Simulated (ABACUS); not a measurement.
# As (R-3m) in ABACUS: equation of state

Aim: energy against volume of As in PBE, for its equilibrium volume and stiffness.

Program: ABACUS 3.10.1. These are calculated values, not measurements. Logs are shortened: lines on timing, memory, paths and dates and some standing lists are left out, and cuts for length are marked.

### 1 Starting point

Symmetry: R-3m, No. 166, trigonal system. The conventional cell has a = 3.762 Å, b = 3.762 Å, c = 10.542 Å, α = 90.00°, β = 90.00°, γ = 120.00°. Around As (site symmetry 3m) lie 3 As at 2.51 Å.

### 2 Equation of state, PBE, 20.24 Å³/atom (volume scaled by 0.94)

INPUT reads:

```
INPUT_PARAMETERS
suffix              As
calculation         scf
basis_type          pw
pseudo_dir          ./
symmetry            1
dft_functional      pbe
ecutwfc             84
pseudo_rcut         10
nspin               1
nbands              19
ks_solver           dav
smearing_method     fd
smearing_sigma      0.00367493
scf_thr             1e-08
scf_nmax            100
mixing_type         broyden
mixing_beta         0.7
cal_force           1
cal_stress          1
kpar                4
```

STRU reads:

```
ATOMIC_SPECIES
As 74.9216 As.upf

LATTICE_CONSTANT
1.8897261246

LATTICE_VECTORS
1.8424025153 1.0637115881 3.4423263150
-1.8424025153 1.0637115881 3.4423263150
0.0000000000 -2.1274231763 3.4423263150

ATOMIC_POSITIONS
Direct

As
0.0
2
0.2260000000 0.2260000000 0.2260000000 1 1 1
0.7740000000 0.7740000000 0.7740000000 1 1 1
```

KPT reads:

```
K_POINTS
0
Gamma
9 9 9 0 0 0
```

Potentials or basis: PseudoDojo NC SR 0.4.1 PBE standard, plane waves.

On the command line:

```
$ OMP_NUM_THREADS=1 mpirun -np 4 abacus > log
```

running log:

```text
ABACUS v3.10.1

               Atomic-orbital Based Ab-initio Computation at UStc

 ------------------------------------------------------------------------------------

 READING GENERAL INFORMATION
                           global_out_dir = OUT.As/
                           global_in_card = INPUT
                               pseudo_dir = ./
                              orbital_dir =
                                    DSIZE = 4
                                    GSIZE = 1

 READING UNITCELL INFORMATION
                                    ntype = 1
                  lattice constant (Bohr) = 1.88973
              lattice constant (Angstrom) = 1

 READING ATOM TYPE 1
                               atom label = As
                      L=0, number of zeta = 1
                      L=1, number of zeta = 1
                      L=2, number of zeta = 1
             number of atom for this type = 2

                        TOTAL ATOM NUMBER = 2
DIRECT COORDINATES
    atom                   x                   y                   z     mag                  vx                  vy                  vz
taud_As1            0.2260000000        0.2260000000        0.2260000000  0.0000        0.0000000000        0.0000000000        0.0000000000
taud_As2            0.7740000000        0.7740000000        0.7740000000  0.0000        0.0000000000        0.0000000000        0.0000000000

                          Volume (Bohr^3) = 273.154
                             Volume (A^3) = 40.4773

 Lattice vectors: (Cartesian coordinate: in unit of a_0)
              +1.8424            +1.06371            +3.44233
              -1.8424            +1.06371            +3.44233
                   +0            -2.12742            +3.44233
 Reciprocal vectors: (Cartesian coordinate: in unit of 2 pi/a_0)
            +0.271385           +0.156684          +0.0968337
            -0.271385           +0.156684          +0.0968337
                   +0           -0.313368          +0.0968337
 The esolver type has been set to : ksdft_pw

                PAO radial cut off (Bohr) = 10

 Read in pseudopotential file is As.upf
                     pseudopotential type = NC
          exchange-correlation functional = PBE
                 nonlocal core correction = 1
                        valence electrons = 15
                                     lmax = 2
                           number of zeta = 3
                     number of projectors = 6
                           L of projector = 0
                           L of projector = 0
                           L of projector = 1
                           L of projector = 1
                           L of projector = 2
                           L of projector = 2
     initial pseudo atomic orbital number = 18

 SETUP THE ELECTRONS NUMBER
            electron number of element As = 15
      total electron number of element As = 30
[... 156 lines left out ...]
 --------------- sum -------------------
        1            363           4407

 SETUP NONLOCAL PSEUDOPOTENTIALS IN PLANE WAVE BASIS
 As non-local projectors:
 projector 1 L=0
 projector 2 L=0
 projector 3 L=1
 projector 4 L=1
 projector 5 L=2
 projector 6 L=2
      TOTAL NUMBER OF NONLOCAL PROJECTORS = 36

 Init Non-Local PseudoPotential table :
 Init Non-Local-Pseudopotential done.

                                     npwx = 3565

 Make real space PAO into reciprocal space.
       max mesh points in Pseudopotential = 1001
     dq(describe PAO in reciprocal space) = 0.01
                                    max q = 1104

 number of pseudo atomic orbitals for As is 3
WARNING: norm of atomic wavefunction # 3 of atomic type As is 0.99996, renormalized

 -------------------------------------------
 SELF-CONSISTENT
 -------------------------------------------
                                 init_chg = atomic

 PW ALGORITHM --------------- ION=   1  ELEC=   1--------------------------------
 Notice: Threshold on eigenvalues was too large.
 hsover_error=0.3 > DRHO=0.0133997
 Origin diag ethr = 0.01
 New diag ethr = 4.46657e-05

 Density error is 0.0134761342519
                          Error Threshold = 4.46657418714e-05
----------------------------------------------------------
     Energy           Rydberg                 eV
----------------------------------------------------------
 E_KohnSham     -424.2574618937      -5772.3189007728
 E_Harris       -424.1047702294      -5770.2414241009
 E_Fermi        0.8893243014         12.0998778684
----------------------------------------------------------
[... 63 lines left out ...]
 Density error is 2.41493670992e-09
                          Error Threshold = 1.63236533324e-10
----------------------------------------------------------
     Energy           Rydberg                 eV
----------------------------------------------------------
 E_KohnSham     -424.2580613578      -5772.3270568996
 E_KS(sigma->0) -424.2580099627      -5772.3263576329
 E_Harris       -424.2573570480      -5772.3174742735
 E_band         -31.7877233577       -432.4941641119
 E_one_elec     -202.1276263262      -2750.0874412509
 E_Hartree      117.3030751482       1595.9902149372
 E_xc           -95.1041649929       -1293.9585474357
 E_Ewald        -244.3292423966      -3324.2698846168
 E_entropy(-TS) -0.0001027903        -0.0013985334
 E_descf        0.0000000000         0.0000000000
 E_exx          0.0000000000         0.0000000000
 E_Fermi        0.8971849830         12.2068279282
----------------------------------------------------------

 charge density convergence is achieved
 final etot is -5772.3270569 eV
 EFERMI = 12.206827928 eV

 STATE ENERGY(eV) AND OCCUPATIONS    NSPIN == 1
 1/22 kpoint (Cartesian) = 0.0000 0.0000 0.0000 (3529 pws)
       1       -24.3974     0.00274348
       2       -24.3974     0.00274348
       3       -24.3463     0.00274348
       4       -24.3463     0.00274348
       5       -24.2986     0.00274348
       6       -24.2576     0.00274348
[... 104 lines left out ...]
       6       -24.2604      0.0164609
[... 11 lines left out ...]
      18        15.5044    3.75122e-31
      19        17.9908    9.49183e-53

[... levels at 16 further k points ...]

------------------------------------------------------------------------------------------
 TOTAL-FORCE (eV/Angstrom)
------------------------------------------------------------------------------------------
                       As1         0.0000000000         0.0000000000         0.9007087943
                       As2         0.0000000000         0.0000000000        -0.9007087943
------------------------------------------------------------------------------------------

----------------------------------------------------------------
 TOTAL-STRESS (KBAR)
----------------------------------------------------------------
       106.5561357339        -0.0000000000        -0.0000000000
        -0.0000000000       106.5561357401         0.0000000010
         0.0000000000         0.0000000010        77.4118849775
----------------------------------------------------------------
 TOTAL-PRESSURE: 96.841385 KBAR

 --------------------------------------------
 !FINAL_ETOT_IS -5772.3270568995640133 eV
 --------------------------------------------
```

It took 42 s on 4 MPI ranks of Intel Xeon Platinum 8488C (Sapphire Rapids), shared host; peak memory 0.44 GiB.

What came out:

| Item | Value |
| --- | --- |
| Free energy | -5772.3271 eV |
| Pressure | 9.7 GPa |
| Largest force | 0.901 eV/Å |
| Band gap on the k mesh | none (metal or under the smearing width) |

### 3 Equation of state, PBE, 20.67 Å³/atom (volume scaled by 0.96)

INPUT is that of step 2.

STRU reads:

```
ATOMIC_SPECIES
As 74.9216 As.upf

LATTICE_CONSTANT
1.8897261246

LATTICE_VECTORS
1.8553776084 1.0712027616 3.4665688483
-1.8553776084 1.0712027616 3.4665688483
0.0000000000 -2.1424055233 3.4665688483

ATOMIC_POSITIONS
Direct

As
0.0
2
0.2260000000 0.2260000000 0.2260000000 1 1 1
0.7740000000 0.7740000000 0.7740000000 1 1 1
```

KPT is that of step 2.

Potentials or basis: PseudoDojo NC SR 0.4.1 PBE standard, plane waves.

On the command line:

```
$ OMP_NUM_THREADS=1 mpirun -np 4 abacus > log
```

Run time: 44 s. Hardware: 4 MPI ranks of Intel Xeon Platinum 8488C (Sapphire Rapids), shared host; peak memory 0.44 GiB.

Results (log left out):

- Free energy: -5772.3732 eV
- Pressure: 7.5 GPa
- Largest force: 0.737 eV/Å
- Band gap on the k mesh: none (metal or under the smearing width)

### 4 Equation of state, PBE, 21.10 Å³/atom (volume scaled by 0.98)

INPUT is that of step 3.

STRU reads:

```
ATOMIC_SPECIES
As 74.9216 As.upf

LATTICE_CONSTANT
1.8897261246

LATTICE_VECTORS
1.8681737204 1.0785906003 3.4904769752
-1.8681737204 1.0785906003 3.4904769752
0.0000000000 -2.1571812007 3.4904769752

ATOMIC_POSITIONS
Direct

As
0.0
2
0.2260000000 0.2260000000 0.2260000000 1 1 1
0.7740000000 0.7740000000 0.7740000000 1 1 1
```

KPT is that of step 3.

On the command line:

```
$ OMP_NUM_THREADS=1 mpirun -np 4 abacus > log
```

Wall time 30 s (4 MPI ranks of Intel Xeon Platinum 8488C (Sapphire Rapids), shared host); peak memory 0.44 GiB.

The run converged. Its results:

- Free energy: -5772.4083 eV
- Pressure: 5.6 GPa
- Largest force: 0.583 eV/Å
- Band gap on the k mesh: none (metal or under the smearing width)

### 5 Equation of state, PBE, 21.53 Å³/atom

INPUT is that of step 4.

STRU reads:

```
ATOMIC_SPECIES
As 74.9216 As.upf

LATTICE_CONSTANT
1.8897261246

LATTICE_VECTORS
1.8807968987 1.0858785957 3.5140619945
-1.8807968987 1.0858785957 3.5140619945
0.0000000000 -2.1717571915 3.5140619945

ATOMIC_POSITIONS
Direct

As
0.0
2
0.2260000000 0.2260000000 0.2260000000 1 1 1
0.7740000000 0.7740000000 0.7740000000 1 1 1
```

KPT is that of step 4.

On the command line:

```
$ OMP_NUM_THREADS=1 mpirun -np 4 abacus > log
```

Wall time 28 s (4 MPI ranks of Intel Xeon Platinum 8488C (Sapphire Rapids), shared host); peak memory 0.44 GiB.

The run converged. Its results:

```
Free energy            : -5772.4335 eV
Pressure               : 3.8 GPa
Largest force          : 0.440 eV/Å
Band gap on the k mesh : none (metal or under the smearing width)
```

### 6 Equation of state, PBE, 21.96 Å³/atom (volume scaled by 1.02)

INPUT is that of step 5.

STRU reads:

```
ATOMIC_SPECIES
As 74.9216 As.upf

LATTICE_CONSTANT
1.8897261246

LATTICE_VECTORS
1.8932528703 1.0930700543 3.5373346065
-1.8932528703 1.0930700543 3.5373346065
0.0000000000 -2.1861401086 3.5373346065

ATOMIC_POSITIONS
Direct

As
0.0
2
0.2260000000 0.2260000000 0.2260000000 1 1 1
0.7740000000 0.7740000000 0.7740000000 1 1 1
```

KPT is that of step 5.

Potentials or basis: PseudoDojo NC SR 0.4.1 PBE standard, plane waves.

On the command line:

```
$ OMP_NUM_THREADS=1 mpirun -np 4 abacus > log
```

It took 29 s on 4 MPI ranks of Intel Xeon Platinum 8488C (Sapphire Rapids), shared host; peak memory 0.44 GiB.

It converged, with:

```
Free energy            : -5772.4496 eV
Pressure               : 2.2 GPa
Largest force          : 0.305 eV/Å
Band gap on the k mesh : none (metal or under the smearing width)
```

### 7 Equation of state, PBE, 22.39 Å³/atom (volume scaled by 1.04)

INPUT is that of step 6.

STRU reads:

```
ATOMIC_SPECIES
As 74.9216 As.upf

LATTICE_CONSTANT
1.8897261246

LATTICE_VECTORS
1.9055470646 1.1001681106 3.5603049553
-1.9055470646 1.1001681106 3.5603049553
0.0000000000 -2.2003362214 3.5603049553

ATOMIC_POSITIONS
Direct

As
0.0
2
0.2260000000 0.2260000000 0.2260000000 1 1 1
0.7740000000 0.7740000000 0.7740000000 1 1 1
```

KPT is that of step 6.

On the command line:

```
$ OMP_NUM_THREADS=1 mpirun -np 4 abacus > log
```

Run time: 33 s. Hardware: 4 MPI ranks of Intel Xeon Platinum 8488C (Sapphire Rapids), shared host; peak memory 0.48 GiB.

Results (log left out):

* Free energy: -5772.4575 eV
* Pressure: 0.8 GPa
* Largest force: 0.178 eV/Å
* Band gap on the k mesh: none (metal or under the smearing width)

### 8 Equation of state, PBE, 22.82 Å³/atom (volume scaled by 1.06)

INPUT is that of step 7.

STRU reads:

```
ATOMIC_SPECIES
As 74.9216 As.upf

LATTICE_CONSTANT
1.8897261246

LATTICE_VECTORS
1.9176846343 1.1071757398 3.5829826684
-1.9176846343 1.1071757398 3.5829826684
0.0000000000 -2.2143514796 3.5829826684

ATOMIC_POSITIONS
Direct

As
0.0
2
0.2260000000 0.2260000000 0.2260000000 1 1 1
0.7740000000 0.7740000000 0.7740000000 1 1 1
```

KPT is that of step 7.

Potentials or basis: PseudoDojo NC SR 0.4.1 PBE standard, plane waves.

On the command line:

```
$ OMP_NUM_THREADS=1 mpirun -np 4 abacus > log
```

running log:

```text
ABACUS v3.10.1

               Atomic-orbital Based Ab-initio Computation at UStc

 ------------------------------------------------------------------------------------

 READING GENERAL INFORMATION
                           global_out_dir = OUT.As/
                           global_in_card = INPUT
                               pseudo_dir = ./
                              orbital_dir =
                                    DSIZE = 4
                                    GSIZE = 1

 READING UNITCELL INFORMATION
                                    ntype = 1
                  lattice constant (Bohr) = 1.88973
              lattice constant (Angstrom) = 1

 READING ATOM TYPE 1
                               atom label = As
[... 332 lines left out ...]

 STATE ENERGY(eV) AND OCCUPATIONS    NSPIN == 1
 1/22 kpoint (Cartesian) = 0.0000 0.0000 0.0000 (4027 pws)
       1       -26.1744     0.00274348
       2       -26.1744     0.00274348
       3       -26.1419     0.00274348
       4       -26.1419     0.00274348
       5       -26.1017     0.00274348
       6       -26.0808     0.00274348
[... 104 lines left out ...]
       6       -26.0827      0.0164609
[... 11 lines left out ...]
      18        13.2150    5.49959e-30
      19        16.1699    1.18852e-55

[... levels at 16 further k points ...]

------------------------------------------------------------------------------------------
 TOTAL-FORCE (eV/Angstrom)
------------------------------------------------------------------------------------------
                       As1         0.0000000000         0.0000000000         0.0585906302
                       As2         0.0000000000         0.0000000000        -0.0585906302
------------------------------------------------------------------------------------------

----------------------------------------------------------------
 TOTAL-STRESS (KBAR)
----------------------------------------------------------------
        -7.7985259384        -0.0000000000        -0.0000000000
        -0.0000000000        -7.7985259389        -0.0000000000
        -0.0000000000         0.0000000000        -0.4983322700
----------------------------------------------------------------
 TOTAL-PRESSURE: -5.365128 KBAR

 --------------------------------------------
 !FINAL_ETOT_IS -5772.4580922748473313 eV
 --------------------------------------------
```

stdout:

```text
ABACUS v3.10.1

               Atomic-orbital Based Ab-initio Computation at UStc

%%%%%%%%%%%%%%%%%%%%%%%%%%%%%%%%%%%%%%%%%%%%%%%%%%%%%%%%%%%%%%%%%%%%%%%%%%%%%%%%%%%%%%%%%%%%%%%%%%%%%%%%%
 Warning: the number of valence electrons in pseudopotential > 5 for As: [Ar] 3d10 4s2 4p3
[... 32 lines left out ...]
 TOTAL-STRESS (KBAR)
----------------------------------------------------------------
        -7.7985259384        -0.0000000000        -0.0000000000
        -0.0000000000        -7.7985259389        -0.0000000000
        -0.0000000000         0.0000000000        -0.4983322700
----------------------------------------------------------------
 TOTAL-PRESSURE: -5.365128 KBAR
```

Wall time 35 s (4 MPI ranks of Intel Xeon Platinum 8488C (Sapphire Rapids), shared host); peak memory 0.48 GiB.

Results:

```yaml
Free_energy: -5772.4581 eV
Pressure: -0.5 GPa
Largest_force: 0.059 eV/Å
Band_gap_on_the_k_mesh: none (metal or under the smearing width)
```

### 9 Equation of state, PBE

Potentials or basis: PseudoDojo NC SR 0.4.1 PBE standard, plane waves.

No new run: the results of the series are fitted here.

Results:

* Equilibrium volume: 22.64 Å³/atom
* Bulk modulus at fixed shape and positions: 68 GPa
* Pressure derivative of the bulk modulus: 4.1

Energy against volume, from the lowest point:
```
volume (Å³/atom)  energy (meV/atom)
          20.239              65.52
          20.669              42.45
          21.100              24.90
          21.530              12.32
          21.961               4.26
          22.392               0.28
          22.822               0.00
```

Caveat: the cell was scaled at fixed shape and fractional positions, which overstates the stiffness of a crystal with free parameters, most of all of layers and chains.
